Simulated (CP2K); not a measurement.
# CdSe under changes of volume

One of the cells (28.942 Å³/atom); the others are scaled copies at fixed shape and fractional positions:

```
Cd Se
1.0
     4.34202    0.00000    0.00000
     2.17101    3.76030    0.00000
     2.17101    1.25343    3.54524
Cd Se
1 1
Direct
  0.00000 0.00000 0.00000
  0.25000 0.25000 0.25000
```

Measurements of this composition are mostly on another form, of space group No. 186.

```yaml
Program: CP2K 2026.2
Functional: LDA
Potentials_or_basis: GTH_POTENTIALS Cd GTH-PADE-q12, Se GTH-PADE-q6; TZVP-MOLOPT-PBE-GTH basis
Density_cutoff: 6123 eV
k_mesh: 8 × 8 × 8
Occupations: fermi-dirac, width 0.01 eV
Spin: no spin polarisation
```

```csv
volume (Å³/atom),energy over the lowest point (meV/atom),pressure (GPa),gap on the mesh (eV)
27.206,0.00,0.4,0.39
27.784,0.84,-0.8,0.35
28.363,5.76,-1.9,0.31
28.942,14.30,-2.8,0.27
29.521,26.06,-3.7,0.23
30.100,40.66,-4.4,0.19
30.679,?,?,?
```

Question: What does the run at 30.679 Å³/atom give?

Answer: Energy over the lowest point 57.77 meV/atom; pressure -5.1 GPa; gap on the mesh 0.15 eV.

Worked out: A Birch-Murnaghan fit of order 3 (a polynomial in V^(-2/3)) to the other rows has its minimum at 27.38 Å³/atom with B0 = V·E''(V) = 58 GPa and B' = 4.7. It gives 57.79 meV/atom at 30.679 Å³/atom, against the run's 57.77, and -dE/dV = -5.1 GPa, against -5.1. A straight line through the other rows of the gap, of slope -1.98 eV per unit of ln V (its deformation potential), extrapolates to 0.15 eV, against the run's 0.15.

Energies are extrapolated to zero smearing.

Caveats: the basis of atomic orbitals isn't converged, which shifts pressures, moduli and gaps.

Spin-orbit coupling on Cd, Se is left out.
